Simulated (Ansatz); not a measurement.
A run of Ansatz 0.2.0:

The input input.yaml:

```yaml
crystal:
  lattice:
    - [1.43323, -3.52708, 0.0]
    - [1.43323, 3.52708, 0.0]
    - [0.0, 0.0, 2.83849]
  atoms:
    - { symbol: Zn, position: [0.0, 0.0, 0.0] }
    - { symbol: O, position: [0.5, 0.5, 0.5] }
hamiltonian:
  xc: pbesol
  pseudopotentials: { kind: paw }
  dispersion: d3bj
kpoints:
  mp_grid: { grid: [10, 10, 9] }
scf:
  occupations: { method: fermi_dirac, width: 0.05 }
output:
  forces: true
  stress: true
  eigenvalues: true
relax:
  f_tol: 0.01
  max_steps: 40
  cell: { stress_tol: 0.05 }
```

Potentials or basis: Ansatz PAW.

The run is started by

```bash
$ ansatz run input.yaml --threads 2 --pin off --max-ram 5632MiB --backend cpu --events-out ev --progress --plain --runs-dir out
```

Hardware: 2 threads of Intel(R) Xeon(R) Processor @ 2.70GHz, with other jobs on the host.

**Question.** Estimate the wall time of this run.

**Answer.** Run time: 25 s on 2 threads of Intel(R) Xeon(R) Processor @ 2.70GHz, on a shared host, peak memory 0.4 GiB. Counts: scf iterations 78, plane waves 429, k points 155, bands 13, ion steps 13.
